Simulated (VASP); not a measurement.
The system is InPd.

```xyz
2
Lattice="3.1354 0.0000 0.0000 0.0000 3.1354 0.0000 0.0000 0.0000 3.1354" Properties=species:S:1:pos:R:3 pbc="T T T"
In    0.0000    0.0000    0.0000
Pd    1.5677    1.5677    1.5677
```

The cell comes from a database or a generator and needn't be the stable form of this composition.

The cell isn't the ideal one: volume scaled by 0.88.

| Item | Value |
| --- | --- |
| Program | VASP 6.6.1 |
| Task | relaxation of cell and atoms |
| Functional | HSE06 |
| Potentials or basis | VASP PAW PBE potentials, release 64 (In_d_GW, Pd_GW) |
| Cutoff | 630 eV |
| k mesh | 4 × 4 × 4 |
| Occupations | gaussian, width 0.1 eV |
| Spin | no spin polarisation |

At the start: pressure 22.2 GPa; volume 15.41 Å³/atom.

Q: Where does the relaxation end?

A: Over 8 steps the energy falls by 120.9 meV/atom and the volume is 17.38 Å³/atom (+12.8 %); space group Pm-3m (No. 221, to 0.05 Å).

Step by step:
```tsv
step	energy change (eV)	largest force (eV/Å)	pressure (GPa)	volume (Å³)
1	0.0000	0.0000	22.16	30.82
2	0.0949	0.0000	-13.37	41.34
3	-0.2413	0.0000	-0.61	34.97
4	-0.2417	0.0000	-0.14	34.84
5	-0.2418	0.0000	0.21	34.75
6	-0.2418	0.0000	0.16	34.75
7	-0.2418	0.0000	0.17	34.76
8	-0.2418	0.0000	0.03	34.76
```

Final structure:
```xyz
2
Lattice="3.2635 0.0000 0.0000 0.0000 3.2635 0.0000 0.0000 0.0000 3.2635" Properties=species:S:1:pos:R:3 pbc="T T T"
In    0.0000    0.0000    0.0000
Pd    1.6318    1.6318    1.6318
```

Caveat: the k mesh is coarse (spacing up to 0.50 Å⁻¹), so the values aren't converged, least of all with exact exchange; the PAW data sets were made with another functional, which shifts forces and pressure a little.
